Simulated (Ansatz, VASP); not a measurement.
## One calculation of V, two programs

```xyz
2
Lattice="2.5262 0.0000 0.0000 -1.2631 2.1877 0.0000 0.0000 0.0000 4.7233" Properties=species:S:1:pos:R:3 pbc="T T T"
V     1.2631    0.7292    3.5425
V     0.0000    1.4585    1.1808
```

Change from the starting cell: strain -0.030 along x and y, +0.000 along z, atoms carried along.

Alike in both runs: task single point; functional PBEsol; k mesh 21 × 21 × 10; occupations gaussian, width 0.15 eV; no spin polarisation.

```csv
,VASP,Ansatz
version,VASP 6.6.1,Ansatz 0.2.0
potentials or method,"VASP PAW PBE potentials, release 64 (V_sv)","scalar-relativistic, plane waves, PAW"
plane-wave cutoff (eV),520,420
valence electrons in the cell,26,26
```

Ansatz gave:

* gap on the k mesh at the Fermi level (eV): none
* pressure (GPa): 4.1
* largest component of the traceless stress (GPa): 5.24

Task: Estimate VASP's values.

Result: gap on the k mesh at the Fermi level (eV): none; pressure (GPa): 4.3; largest component of the traceless stress (GPa): 5.23.

A gap of «none» marks a metal or a gap that the smearing closes.

Caveats: the PAW data sets were made with another functional, which shifts forces and pressure a little (VASP).
